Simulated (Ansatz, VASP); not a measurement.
# Two plane-wave programs on Al

```
CELL_PARAMETERS angstrom
4.49160 0.00000 0.00000
-2.24580 3.88984 0.00000
0.00000 0.00000 2.72260
ATOMIC_POSITIONS crystal
Al 0.31656 0.65768 0.01194
Al 0.66034 0.32091 0.97515
```

Change from the starting cell: atoms moved at random, drawn with an rms of 0.05 Å.

Alike in both runs: task single point; functional PBE; k mesh 7 × 7 × 10; occupations fermi-dirac, width 0.05 eV; no spin polarisation.

|  | VASP | Ansatz |
| --- | --- | --- |
| version | VASP 6.6.1 | Ansatz 0.2.0 |
| potentials or method | VASP PAW PBE potentials, release 64 (Al) | Ansatz PAW |
| plane-wave cutoff (eV) | 520 | 420 |
| valence electrons in the cell | 6 | 6 |

```tsv
	VASP	Ansatz	Ansatz less VASP
gap on the k mesh at the Fermi level (eV)	none	none	-
pressure (GPa)	1.6	1.6	+0.02
largest component of the traceless stress (GPa)	1.39	1.39	-0.001
rms of the force components (eV/Å)	0.219	0.219	0.0000
```

Atom by atom the forces differ by 0.000 eV/Å (rms over components). A gap of «none» marks a metal or a gap that the smearing closes.
